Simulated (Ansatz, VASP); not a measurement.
Two plane-wave programs on Sr2O

```
Sr O
1.0
     3.78929    0.00000    0.00000
    -1.89464    3.28162    0.00000
     0.00000    0.00000   30.00115
Sr O
2 1
Direct
  0.33333 0.66667 0.25014
  0.66667 0.33333 0.34983
  0.00000 0.00000 0.29999
```

The cell was built by a generator and needn't be a form met in nature.

Alike in both runs: task single point; functional PBE; k mesh 12 × 12 × 1; occupations gaussian, width 0.1 eV; no spin polarisation.

```csv
,VASP,Ansatz
version,VASP 6.6.1,Ansatz 0.2.0
potentials or method,"VASP PAW PBE potentials, release 64 (Sr_sv, O)","scalar-relativistic, plane waves, PAW"
plane-wave cutoff (eV),520,420
valence electrons in the cell,26,26
```

|  | VASP | Ansatz | Ansatz less VASP |
| --- | --- | --- | --- |
| gap on the k mesh at the Fermi level (eV) | none | none | - |
| rms of the force components (eV/Å) | 0.015 | 0.000 | -0.0150 |

Atom by atom the forces differ by 0.015 eV/Å (rms over components). A gap of «none» marks a metal or a gap that the smearing closes. The functional is the same, so the differences come from potentials, cutoffs and numerics. Ansatz warned: «xc_potential_rough_in_thin_density».
